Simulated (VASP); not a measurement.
The system is TePb.

```xyz
2
Lattice="0.0000 3.2310 3.2310 3.2310 0.0000 3.2310 3.2310 3.2310 0.0000" Properties=species:S:1:pos:R:3 pbc="T T T"
Pb    0.0000    0.0000    0.0000
Te    3.2310    3.2310    3.2310
```

```yaml
Program: VASP 6.6.1
Task: relaxation of cell and atoms
Functional: RPBE
Dispersion: D3(BJ)
Potentials_or_basis: VASP PAW PBE potentials, release 64 (Pb_d, Te)
Cutoff: 600 eV
k_mesh: 7 × 7 × 7
Occupations: fermi-dirac, width 0.05 eV
Spin: no spin polarisation
```

At the start: pressure -10.5 GPa; volume 33.73 Å³/atom.

Task: How do energy, volume and symmetry change on relaxing?

Result: Over 6 steps the energy falls by 272.8 meV/atom and the volume is 26.96 Å³/atom (-20.1 %); space group Fm-3m (No. 225, to 0.05 Å).

The path:
| step | energy change (eV) | largest force (eV/Å) | pressure (GPa) | volume (Å³) |
| --- | --- | --- | --- | --- |
| 1 | 0.0000 | 0.0000 | -10.45 | 67.46 |
| 2 | -0.3629 | 0.0000 | 11.30 | 48.18 |
| 3 | -0.5455 | 0.0000 | -0.12 | 54.02 |
| 4 | -0.5454 | 0.0000 | 0.23 | 53.77 |
| 5 | -0.5454 | 0.0000 | -0.18 | 54.06 |
| 6 | -0.5455 | 0.0000 | 0.01 | 53.93 |

Final structure:
```
CELL_PARAMETERS angstrom
0.00000 2.99864 2.99864
2.99864 0.00000 2.99864
2.99864 2.99864 0.00000
ATOMIC_POSITIONS crystal
Pb 0.00000 0.00000 0.00000
Te 0.50000 0.50000 0.50000
```

Caveat: the volume moved by over 15 % at a fixed basis, so the end points are rough; the PAW data sets were made with another functional, which shifts forces and pressure a little.
